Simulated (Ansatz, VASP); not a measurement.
**Sn in VASP and in Ansatz**

```
Sn
1.0
     3.05615    0.00000    0.00000
     0.00000    3.05615    0.00000
     0.00000    0.00000    3.05615
Sn
1
Direct
  0.00000 0.00000 0.00000
```

Alike in both runs: functional r2SCAN; k mesh 6 × 6 × 6; occupations gaussian, width 0.1 eV; no spin polarisation.

Ansatz relaxed the structure, and its values are those at the end. VASP's run is a single point on that final structure, the one shown.

|  | VASP | Ansatz |
| --- | --- | --- |
| version | VASP 6.6.1 | Ansatz 0.2.0 |
| potentials or method | VASP PAW PBE potentials, release 64 (Sn_d) | scalar-relativistic, plane waves, PAW |
| plane-wave cutoff (eV) | 520 | 500 |
| valence electrons in the cell | 14 | 14 |

|  | VASP | Ansatz | Ansatz less VASP |
| --- | --- | --- | --- |
| gap on the k mesh at the Fermi level (eV) | none | none | - |
| pressure (GPa) | -0.2 | -0.2 | +0.05 |

A gap of «none» marks a metal or a gap that the smearing closes. With one functional, cell and mesh, what is left measures potentials, basis and numerics.

Caveats: the PAW data sets were made with another functional, which shifts forces and pressure a little (VASP).
